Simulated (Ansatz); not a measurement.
# ZrC: a line through a two-coordinate scan

How does the energy of ZrC (Fm-3m, No. 225; 2 atoms in the cell) vary with strain +e along z and -e/2 along x and y, at amplitude of mode 4 (450 cm⁻¹) = 0.000 Å?

Computed with Ansatz 0.2.0 (DFT LDA, scalar-relativistic, plane waves, PAW, unless a step's input says otherwise).

## 1. The starting structure

Symmetry: Fm-3m, No. 225, cubic system. Conventional cell: a = 4.641 Å, b = 4.641 Å, c = 4.641 Å, α = 90.00°, β = 90.00°, γ = 90.00°. Zr (site symmetry m-3m) has 6 C at 2.32 Å as nearest neighbours. C (site symmetry m-3m) is surrounded by 6 Zr at 2.32 Å.

Coordinates:

```xyz
2
Lattice="0.0000 2.3207 2.3207 2.3207 0.0000 2.3207 2.3207 2.3207 0.0000" Properties=species:S:1:pos:R:3 pbc="T T T"
Zr    2.3207    2.3207    2.3207
C     0.0000    0.0000    0.0000
```

This cell was relaxed beforehand with the same method: volume 12.50 Å³/atom, gap on the mesh none (metal).

## 2. Plan of the line

The energy is mapped over a normal mode and a strain (zone-centre modes of the cell shown) (x along [1 0 0], y along [0 1 0], z along [0 0 1] of the conventional cell).

- amplitude of mode 4 (450 cm⁻¹), largest displacement in the unstrained cell: 7 values from −0.172 to 0.172 Å
- strain +e along z and -e/2 along x and y: 7 values from −7.00 to 7.00 %

Nothing else is relaxed (the pattern is fixed in fractional coordinates). Energies count from the relaxed high-symmetry cell. Points are written as (first, second).

The modes come from a phonon run on the reference cell, made beforehand.

Displacement patterns for an amplitude of 1 (Å):

```csv
atom,x1,y1,z1
Zr1,-0.132,0.000,0.000
C2,1.000,0.000,0.000
```

## 3. The run at (0.000 Å, −7.00 %)

File input.yaml:

```yaml
crystal:
  lattice:
    - [0.0, 2.4019541123, 2.1582776081]
    - [2.4019541123, 0.0, 2.1582776081]
    - [2.4019541123, 2.4019541123, 0.0]
  atoms:
    - { symbol: Zr, position: [0.5, 0.5, 0.5] }
    - { symbol: C, position: [0.0, 0.0, 0.0] }
basis:
  ecutwfc: 520.0
kpoints:
  mp_grid: { grid: [16, 16, 16] }
hamiltonian:
  xc: lda
scf:
  occupations: { method: gaussian, width: 0.15 }
output:
  forces: true
  stress: true
  eigenvalues: true
```

On the command line:

```sh
> ansatz run input.yaml --threads 1 --pin off --max-ram 2048MiB --backend cpu --events-out ev --progress --plain --runs-dir out
```

Log (excerpt; [...] marks lines left out):

```text
Warning: RAYON_NUM_THREADS=1 ignored (pool sized by the plan → 1); use --threads N
[...]
Pseudopotentials: kind: paw
Pseudopotential: Zr, paw, valence charge 12, recommended cutoff 420 eV (normal), Zr.paw.azcp
Pseudopotential: C, paw, valence charge 4, recommended cutoff 420 eV (normal), C.paw.azcp
Functional definition: SPW92
[...]
Crystal: 2 atoms, lattice volume = 24.904 Å³
Basis set: ecut = 520 eV, 645 PW (Γ)
Bands: 12, of which v1, the nominal top of the filled ones, is band 8 counted from 1 (7 counted from 0)
Symmetry: 16 space group operations
Space group: I4/mmm (ITA 139), of the structure as read, at distance tolerance 2.9e-5 Å
k-points: 349 of 4096
[...]
SCF iter   1: F=—  HF=-4322.055883 eV  |F-HF|=—  |Δ(HF+E_count)|=         —  Δρ=7.61e-3  dr2=1.56e-2  ethr=1.77e-3  ⟨swp⟩=5.0  Hψ=21091  notcnv=0
[...]
SCF iter   6: F=-4322.052286 eV  HF=-4322.052286 eV  |F-HF|=8.92e-10  |Δ(HF+E_count)|=   6.44e-8  Δρ=2.94e-6  dr2=1.36e-9  ethr=6.25e-10  ⟨swp⟩=5.1  Hψ=17839  notcnv=0
[...]
SCF converged after 6 iterations
Free energy (F): -4322.052286 eV
[...]
E sigma→0 (E₀):  -4322.050539 eV
Entropy (-TS):   -0.003494 eV (-1.747 meV/atom)
Fermi energy:    15.311015 eV
[...]
--- Forces (eV/Å), atoms counted from 1 ---
  atom   1  Zr     0.00000000    -0.00000000     0.00000000
  atom   2  C      0.00000000     0.00000000     0.00000000
[...]
--- Stress (GPa, compression-positive) ---
      -11.222814       0.000000      -0.000000
        0.000000     -11.222814      -0.000000
       -0.000000      -0.000000      41.058588
  P = ⅓ Tr σ = 6.2043 GPa (62.043 kbar)
--- Band table (eV; the first three rows and the last of 349) ---
  k-point 0: bands = ["-32.4678", "-10.2355", "-10.2055", "-10.2055", "3.9705", "16.0143", "16.0143", "16.0541", "16.0541", "16.7584", "17.1222", "17.5717"]
[...]
```

It took 12 s on 1 thread of Arm Neoverse N1, shared host; peak memory 0.4 GiB.

On the map this point reads 274 meV.

## 4. Changed: ecutwfc 40.4 Ry, dr2_threshold 1.0e-08

input.yaml, as its differences from that of step 3:

```diff
@@ -9,3 +9,3 @@
 basis:
-  ecutwfc: 520.0
+  ecutwfc: "40.4 Ry"
 kpoints:
@@ -16,5 +16,6 @@
   occupations: { method: gaussian, width: 0.15 }
+  convergence: { dr2_threshold: 1.0e-08 }
 output:
   forces: true
+  eigenvalues: true
   stress: true
-  eigenvalues: true
```

On the command line:

```sh
> ansatz run input.yaml --threads 1 --pin off --max-ram 2048MiB --backend cpu --events-out ev --progress --plain --runs-dir out
```

Log (excerpt; [...] marks lines left out):

```text
Warning: output.stress: scf.convergence.dr2_threshold = 1e-8 eV is looser than the 2e-10 eV advised for a printed stress (1e-10 eV for each atom of the cell: 2). What an SCF threshold leaves in a stress goes as its square root, and in the free energy as the threshold itself, and one [...]
Warning: RAYON_NUM_THREADS=1 ignored (pool sized by the plan → 1); use --threads N
[...]
Pseudopotentials: kind: paw
Pseudopotential: Zr, paw, valence charge 12, recommended cutoff 420 eV (normal), Zr.paw.azcp
Pseudopotential: C, paw, valence charge 4, recommended cutoff 420 eV (normal), C.paw.azcp
Functional definition: SPW92
[...]
Crystal: 2 atoms, lattice volume = 24.904 Å³
Basis set: ecut = 549.6700021689576 eV, 717 PW (Γ)
Bands: 12, of which v1, the nominal top of the filled ones, is band 8 counted from 1 (7 counted from 0)
Symmetry: 16 space group operations
Space group: I4/mmm (ITA 139), of the structure as read, at distance tolerance 2.9e-5 Å
k-points: 349 of 4096
[...]
SCF iter   1: F=—  HF=-4322.055946 eV  |F-HF|=—  |Δ(HF+E_count)|=         —  Δρ=7.61e-3  dr2=1.56e-2  ethr=1.77e-3  ⟨swp⟩=5.0  Hψ=21101  notcnv=0
[...]
SCF iter   6: F=-4322.052341 eV  HF=-4322.052341 eV  |F-HF|=8.42e-10  |Δ(HF+E_count)|=   6.40e-8  Δρ=2.88e-6  dr2=1.29e-9  ethr=6.25e-11  ⟨swp⟩=3.2  Hψ=18019  notcnv=0
the search or the solves at the SCF's close seem to have found levels that the self-consistency loop had missed (the run counts 1). By its estimate they hold under 1e-12 electrons; where the run keeps them, the occupations were computed again with them
[...]
SCF converged after 6 iterations
Free energy (F): -4322.052341 eV
[...]
E sigma→0 (E₀):  -4322.050594 eV
Entropy (-TS):   -0.003494 eV (-1.747 meV/atom)
Fermi energy:    15.311006 eV
[...]
--- Forces (eV/Å), atoms counted from 1 ---
  atom   1  Zr    -0.00000000    -0.00000000    -0.00000000
  atom   2  C      0.00000000     0.00000000     0.00000000
[...]
--- Stress (GPa, compression-positive) ---
      -11.223305       0.000000      -0.000000
        0.000000     -11.223305      -0.000000
       -0.000000      -0.000000      41.057704
  P = ⅓ Tr σ = 6.2037 GPa (62.037 kbar)
--- Band table (eV; the first three rows and the last of 349) ---
  k-point 0: bands = ["-32.4678", "-10.2355", "-10.2055", "-10.2055", "3.9705", "16.0143", "16.0143", "16.0541", "16.0541", "16.7583", "17.1222", "17.5717"]
[...]
```

Wall time 17 s (1 thread of Arm Neoverse N1, shared host); peak memory 0.41 GiB.

```csv
run,ending,energy change,pressure (GPa),gap (eV),force (eV/Å),cycles,time
step 3,converged,0,6.2,0.00,0.00,6,12 s
variant,converged,0.0 meV/atom,6.2,0.00,0.00,6,17 s
```

Changing the cutoff and convergence setting leaves the energy as it was (0.0 meV/atom). Cost: 17 s against 12 s.

## 5. Grid point (0.000 Å, −4.67 %)

input.yaml, as its differences from that of step 3:

```diff
@@ -2,5 +2,5 @@
   lattice:
-    - [0.0, 2.4019541123, 2.1582776081]
-    - [2.4019541123, 0.0, 2.1582776081]
-    - [2.4019541123, 2.4019541123, 0.0]
+    - [0.0, 2.374917624, 2.2123505848]
+    - [2.374917624, 0.0, 2.2123505848]
+    - [2.374917624, 2.374917624, 0.0]
   atoms:
```

On the command line:

```sh
> ansatz run input.yaml --threads 1 --pin off --max-ram 2048MiB --backend cpu --events-out ev --progress --plain --runs-dir out
```

Log (excerpt; [...] marks lines left out):

```text
Warning: RAYON_NUM_THREADS=1 ignored (pool sized by the plan → 1); use --threads N
[...]
Pseudopotentials: kind: paw
Pseudopotential: Zr, paw, valence charge 12, recommended cutoff 420 eV (normal), Zr.paw.azcp
Pseudopotential: C, paw, valence charge 4, recommended cutoff 420 eV (normal), C.paw.azcp
Functional definition: SPW92
[...]
Crystal: 2 atoms, lattice volume = 24.956 Å³
Basis set: ecut = 520 eV, 661 PW (Γ)
Bands: 12, of which v1, the nominal top of the filled ones, is band 8 counted from 1 (7 counted from 0)
Symmetry: 16 space group operations
Space group: I4/mmm (ITA 139), of the structure as read, at distance tolerance 2.9e-5 Å
k-points: 349 of 4096
[...]
SCF iter   1: F=—  HF=-4322.214480 eV  |F-HF|=—  |Δ(HF+E_count)|=         —  Δρ=7.31e-3  dr2=1.39e-2  ethr=1.77e-3  ⟨swp⟩=5.0  Hψ=21098  notcnv=0
[...]
SCF iter   6: F=-4322.211281 eV  HF=-4322.211281 eV  |F-HF|=5.07e-10  |Δ(HF+E_count)|=   4.97e-8  Δρ=2.53e-6  dr2=8.82e-10  ethr=6.25e-10  ⟨swp⟩=4.5  Hψ=14472  notcnv=0
[...]
SCF converged after 6 iterations
Free energy (F): -4322.211281 eV
[...]
E sigma→0 (E₀):  -4322.209697 eV
Entropy (-TS):   -0.003166 eV (-1.583 meV/atom)
Fermi energy:    15.278042 eV
[...]
--- Forces (eV/Å), atoms counted from 1 ---
  atom   1  Zr     0.00000000     0.00000000    -0.00000000
  atom   2  C     -0.00000000     0.00000000     0.00000000
[...]
--- Stress (GPa, compression-positive) ---
       -8.063219       0.000000       0.000000
        0.000000      -8.063219       0.000000
        0.000000       0.000000      24.312430
  P = ⅓ Tr σ = 2.7287 GPa (27.287 kbar)
--- Band table (eV; the first three rows and the last of 349) ---
  k-point 0: bands = ["-32.5321", "-10.2718", "-10.2707", "-10.2707", "3.9446", "16.0602", "16.0602", "16.0982", "16.0982", "16.5181", "16.8131", "17.7454"]
[...]
```

Run time: 12 s. Hardware: 1 thread of Arm Neoverse N1, shared host; peak memory 0.4 GiB.

Energy on the map's scale: 115 meV.

## 6. Changed: dr2_threshold 1.0e-05

input.yaml, as its differences from that of step 5:

```diff
@@ -16,5 +16,6 @@
   occupations: { method: gaussian, width: 0.15 }
+  convergence: { dr2_threshold: 1.0e-05 }
 output:
   forces: true
+  eigenvalues: true
   stress: true
-  eigenvalues: true
```

On the command line:

```sh
> ansatz run input.yaml --threads 1 --pin off --max-ram 2048MiB --backend cpu --events-out ev --progress --plain --runs-dir out
```

Log (excerpt; [...] marks lines left out):

```text
Warning: scf.convergence.dr2_threshold = 1e-5 eV is looser than this run's default, which is 1e-7 eV or tighter. The error in the forces grows as the threshold's square root, so leave the key out unless less accurate forces are enough
Warning: output.stress: scf.convergence.dr2_threshold = 1e-5 eV is looser than the 2e-10 eV advised for a printed stress (1e-10 eV for each atom of the cell: 2). What an SCF threshold leaves in a stress goes as its square root, and in the free energy as the threshold itself, and one [...]
Warning: RAYON_NUM_THREADS=1 ignored (pool sized by the plan → 1); use --threads N
[...]
Pseudopotentials: kind: paw
Pseudopotential: Zr, paw, valence charge 12, recommended cutoff 420 eV (normal), Zr.paw.azcp
Pseudopotential: C, paw, valence charge 4, recommended cutoff 420 eV (normal), C.paw.azcp
Functional definition: SPW92
[...]
Crystal: 2 atoms, lattice volume = 24.956 Å³
Basis set: ecut = 520 eV, 661 PW (Γ)
Bands: 12, of which v1, the nominal top of the filled ones, is band 8 counted from 1 (7 counted from 0)
Symmetry: 16 space group operations
Space group: I4/mmm (ITA 139), of the structure as read, at distance tolerance 2.9e-5 Å
k-points: 349 of 4096
[...]
SCF iter   1: F=—  HF=-4322.214480 eV  |F-HF|=—  |Δ(HF+E_count)|=         —  Δρ=7.31e-3  dr2=1.39e-2  ethr=1.77e-3  ⟨swp⟩=5.0  Hψ=21098  notcnv=0
[...]
SCF iter   6: F=-4322.211281 eV  HF=-4322.211281 eV  |F-HF|=5.06e-10  |Δ(HF+E_count)|=   4.94e-8  Δρ=2.52e-6  dr2=8.78e-10  ethr=1.10e-9  ⟨swp⟩=1.0  Hψ=12840  notcnv=0
[...]
SCF converged after 6 iterations
Free energy (F): -4322.211281 eV
[...]
E sigma→0 (E₀):  -4322.209697 eV
Entropy (-TS):   -0.003166 eV (-1.583 meV/atom)
Fermi energy:    15.278042 eV
[...]
--- Forces (eV/Å), atoms counted from 1 ---
  atom   1  Zr     0.00000000     0.00000000    -0.00000000
  atom   2  C     -0.00000000     0.00000000     0.00000000
[...]
--- Stress (GPa, compression-positive) ---
       -8.063236       0.000000       0.000000
        0.000000      -8.063236      -0.000000
        0.000000       0.000000      24.312438
  P = ⅓ Tr σ = 2.7287 GPa (27.287 kbar)
--- Band table (eV; the first three rows and the last of 349) ---
  k-point 0: bands = ["-32.5321", "-10.2718", "-10.2707", "-10.2707", "3.9446", "16.0602", "16.0602", "16.0982", "16.0982", "16.5181", "16.8131", "17.7454"]
[...]
```

It took 12 s on 1 thread of Arm Neoverse N1, shared host; peak memory 0.4 GiB.

```csv
run,ending,energy change,pressure (GPa),gap (eV),force (eV/Å),cycles,time
step 5,converged,0,2.7,0.00,0.00,6,12 s
variant,converged,0.0 meV/atom,2.7,0.00,0.00,6,12 s
```

Energy and cycle count are those of the reference, so the change (convergence setting) left the result and the number of cycles as they were.

## 7. Point (0.000 Å, −2.33 %)

input.yaml, as its differences from that of step 5:

```diff
@@ -2,5 +2,5 @@
   lattice:
-    - [0.0, 2.374917624, 2.2123505848]
-    - [2.374917624, 0.0, 2.2123505848]
-    - [2.374917624, 2.374917624, 0.0]
+    - [0.0, 2.3477650992, 2.2666556343]
+    - [2.3477650992, 0.0, 2.2666556343]
+    - [2.3477650992, 2.3477650992, 0.0]
   atoms:
```

On the command line:

```sh
> ansatz run input.yaml --threads 1 --pin off --max-ram 2048MiB --backend cpu --events-out ev --progress --plain --runs-dir out
```

Log (excerpt; [...] marks lines left out):

```text
Warning: RAYON_NUM_THREADS=1 ignored (pool sized by the plan → 1); use --threads N
[...]
Pseudopotentials: kind: paw
Pseudopotential: Zr, paw, valence charge 12, recommended cutoff 420 eV (normal), Zr.paw.azcp
Pseudopotential: C, paw, valence charge 4, recommended cutoff 420 eV (normal), C.paw.azcp
Functional definition: SPW92
[...]
Crystal: 2 atoms, lattice volume = 24.988 Å³
Basis set: ecut = 520 eV, 653 PW (Γ)
Bands: 12, of which v1, the nominal top of the filled ones, is band 8 counted from 1 (7 counted from 0)
Symmetry: 16 space group operations
Space group: I4/mmm (ITA 139), of the structure as read, at distance tolerance 2.9e-5 Å
k-points: 349 of 4096
[...]
SCF iter   1: F=—  HF=-4322.302123 eV  |F-HF|=—  |Δ(HF+E_count)|=         —  Δρ=7.06e-3  dr2=1.27e-2  ethr=1.77e-3  ⟨swp⟩=5.0  Hψ=21025  notcnv=0
[...]
SCF iter   6: F=-4322.299224 eV  HF=-4322.299224 eV  |F-HF|=6.26e-10  |Δ(HF+E_count)|=   4.36e-8  Δρ=2.80e-6  dr2=1.02e-9  ethr=6.25e-10  ⟨swp⟩=4.3  Hψ=13596  notcnv=0
[...]
SCF converged after 6 iterations
Free energy (F): -4322.299224 eV
[...]
E sigma→0 (E₀):  -4322.297558 eV
Entropy (-TS):   -0.003332 eV (-1.666 meV/atom)
Fermi energy:    15.240719 eV
[...]
--- Forces (eV/Å), atoms counted from 1 ---
  atom   1  Zr     0.00000000     0.00000000    -0.00000000
  atom   2  C     -0.00000000     0.00000000    -0.00000000
[...]
--- Stress (GPa, compression-positive) ---
       -4.364131       0.000000       0.000000
        0.000000      -4.364131       0.000000
        0.000000      -0.000000      10.783699
  P = ⅓ Tr σ = 0.6851 GPa (6.851 kbar)
--- Band table (eV; the first three rows and the last of 349) ---
  k-point 0: bands = ["-32.5708", "-10.3077", "-10.3077", "-10.2998", "3.9293", "16.1133", "16.1133", "16.1739", "16.1739", "16.3264", "16.5314", "17.9340"]
[...]
```

Wall time 12 s (1 thread of Arm Neoverse N1, shared host); peak memory 0.4 GiB.

Energy on the map's scale: 27 meV.

## 8. The run at (0.000 Å, 2.33 %)

input.yaml, as its differences from that of step 7:

```diff
@@ -2,5 +2,5 @@
   lattice:
-    - [0.0, 2.3477650992, 2.2666556343]
-    - [2.3477650992, 0.0, 2.2666556343]
-    - [2.3477650992, 2.3477650992, 0.0]
+    - [0.0, 2.2936921226, 2.3748015875]
+    - [2.2936921226, 0.0, 2.3748015875]
+    - [2.2936921226, 2.2936921226, 0.0]
   atoms:
```

On the command line:

```sh
> ansatz run input.yaml --threads 1 --pin off --max-ram 2048MiB --backend cpu --events-out ev --progress --plain --runs-dir out
```

Log (excerpt; [...] marks lines left out):

```text
[...]
SCF converged after 6 iterations
Free energy (F): -4322.301366 eV
[...]
E sigma→0 (E₀):  -4322.299796 eV
Entropy (-TS):   -0.003140 eV (-1.570 meV/atom)
Fermi energy:    15.240043 eV
[...]
--- Forces (eV/Å), atoms counted from 1 ---
  atom   1  Zr     0.00000000     0.00000000    -0.00000000
  atom   2  C     -0.00000000     0.00000000    -0.00000000
[...]
--- Stress (GPa, compression-positive) ---
        5.242161       0.000000       0.000000
        0.000000       5.242161       0.000000
        0.000000       0.000000      -8.491102
  P = ⅓ Tr σ = 0.6644 GPa (6.644 kbar)
--- Band table (eV; the first three rows and the last of 349) ---
  k-point 0: bands = ["-32.5705", "-10.3192", "-10.2972", "-10.2972", "3.9291", "16.0536", "16.0555", "16.2477", "16.2477", "16.4126", "16.4126", "17.8675"]
[...]
```

It took 12 s on 1 thread of Arm Neoverse N1, shared host; peak memory 0.4 GiB.

Energy on the map's scale: 25 meV.

## 9. The run at (0.000 Å, 4.67 %)

input.yaml, as its differences from that of step 8:

```diff
@@ -2,5 +2,5 @@
   lattice:
-    - [0.0, 2.2936921226, 2.3748015875]
-    - [2.2936921226, 0.0, 2.3748015875]
-    - [2.2936921226, 2.2936921226, 0.0]
+    - [0.0, 2.2665395978, 2.429106637]
+    - [2.2665395978, 0.0, 2.429106637]
+    - [2.2665395978, 2.2665395978, 0.0]
   atoms:
```

On the command line:

```sh
> ansatz run input.yaml --threads 1 --pin off --max-ram 2048MiB --backend cpu --events-out ev --progress --plain --runs-dir out
```

Log (excerpt; [...] marks lines left out):

```text
[...]
SCF converged after 6 iterations
Free energy (F): -4322.228299 eV
[...]
E sigma→0 (E₀):  -4322.226671 eV
Entropy (-TS):   -0.003256 eV (-1.628 meV/atom)
Fermi energy:    15.289688 eV
[...]
--- Forces (eV/Å), atoms counted from 1 ---
  atom   1  Zr     0.00000000    -0.00000000     0.00000000
  atom   2  C     -0.00000000     0.00000000     0.00000000
[...]
--- Stress (GPa, compression-positive) ---
       11.508872       0.000000       0.000000
        0.000000      11.508872       0.000000
        0.000000       0.000000     -15.233057
  P = ⅓ Tr σ = 2.5949 GPa (25.949 kbar)
--- Band table (eV; the first three rows and the last of 349) ---
  k-point 0: bands = ["-32.5308", "-10.3044", "-10.2497", "-10.2497", "3.9437", "15.8535", "15.9607", "16.3325", "16.3325", "16.5753", "16.5753", "17.5132"]
[...]
```

It took 11 s on 1 thread of Arm Neoverse N1, shared host; peak memory 0.4 GiB.

That is 98 meV from the zero.

## 10. Grid point (0.000 Å, 7.00 %)

input.yaml, as its differences from that of step 9:

```diff
@@ -2,5 +2,5 @@
   lattice:
-    - [0.0, 2.2665395978, 2.429106637]
-    - [2.2665395978, 0.0, 2.429106637]
-    - [2.2665395978, 2.2665395978, 0.0]
+    - [0.0, 2.2395031095, 2.4831796137]
+    - [2.2395031095, 0.0, 2.4831796137]
+    - [2.2395031095, 2.2395031095, 0.0]
   atoms:
```

On the command line:

```sh
> ansatz run input.yaml --threads 1 --pin off --max-ram 2048MiB --backend cpu --events-out ev --progress --plain --runs-dir out
```

Log (excerpt; [...] marks lines left out):

```text
Warning: RAYON_NUM_THREADS=1 ignored (pool sized by the plan → 1); use --threads N
[...]
Pseudopotentials: kind: paw
Pseudopotential: Zr, paw, valence charge 12, recommended cutoff 420 eV (normal), Zr.paw.azcp
Pseudopotential: C, paw, valence charge 4, recommended cutoff 420 eV (normal), C.paw.azcp
Functional definition: SPW92
[...]
Crystal: 2 atoms, lattice volume = 24.908 Å³
Basis set: ecut = 520 eV, 673 PW (Γ)
Bands: 12, of which v1, the nominal top of the filled ones, is band 8 counted from 1 (7 counted from 0)
Symmetry: 16 space group operations
Space group: I4/mmm (ITA 139), of the structure as read, at distance tolerance 2.9e-5 Å
k-points: 349 of 4096
[...]
SCF iter   1: F=—  HF=-4322.114672 eV  |F-HF|=—  |Δ(HF+E_count)|=         —  Δρ=7.98e-3  dr2=1.76e-2  ethr=1.77e-3  ⟨swp⟩=5.0  Hψ=21080  notcnv=0
[...]
SCF iter   6: F=-4322.110662 eV  HF=-4322.110662 eV  |F-HF|=1.21e-8  |Δ(HF+E_count)|=   6.84e-8  Δρ=8.42e-6  dr2=1.64e-8  ethr=6.25e-10  ⟨swp⟩=4.5  Hψ=14275  notcnv=0
[...]
SCF converged after 6 iterations
Free energy (F): -4322.110662 eV
[...]
E sigma→0 (E₀):  -4322.108897 eV
Entropy (-TS):   -0.003529 eV (-1.765 meV/atom)
Fermi energy:    15.346975 eV
[...]
--- Forces (eV/Å), atoms counted from 1 ---
  atom   1  Zr     0.00000000     0.00000000     0.00000000
  atom   2  C     -0.00000000     0.00000000    -0.00000000
[...]
--- Stress (GPa, compression-positive) ---
       18.797267       0.000000       0.000000
        0.000000      18.797267      -0.000000
        0.000000       0.000000     -20.373991
  P = ⅓ Tr σ = 5.7402 GPa (57.402 kbar)
--- Band table (eV; the first three rows and the last of 349) ---
  k-point 0: bands = ["-32.4660", "-10.2703", "-10.1760", "-10.1760", "3.9682", "15.6775", "15.8882", "16.4293", "16.4293", "16.7653", "16.7653", "17.1231"]
[...]
```

Wall time 11 s (1 thread of Arm Neoverse N1, shared host); peak memory 0.4 GiB.

That is 216 meV from the zero.

## 11. What came out

```
strain +e along z and -e/2 along x and y (%)  step  energy (meV)  slope (meV per %)  pressure (GPa)
                                       −7.00     3           274                −85             6.2
                                       −4.67     5           115                −52             2.7
                                       −2.33     7            27                −24             0.7
                                        0.00     –             0                  0             0.0
                                        2.33     8            25                 21             0.7
                                        4.67     9            98                 41             2.6
                                        7.00    10           216                 60             5.7
```

Energies count from the relaxed high-symmetry cell. Rows without a step come from runs not printed here or follow by symmetry. Slopes come from the forces (and the stress, where the cell changes), not from differences of energies.

```csv
run,outcome
"step 4, run with ecutwfc 40.4 Ry, dr2_threshold 1.0e-08 (against step 3)",0.0 meV/atom
"step 6, run with dr2_threshold 1.0e-05 (against step 5)",0.0 meV/atom
```

**Reading.** Along the line the energy is lowest at 0.00 %, 0 meV from the zero. A fit to energies and slopes at the lowest point and its two neighbours puts the minimum at 0.000 %, with a curvature of about 9.6 meV per %². The highest point computed, at −7.00 %, lies 274 meV above the lowest. This is one cut through a surface in two coordinates; it holds the lowest point sampled, which need not be a minimum.
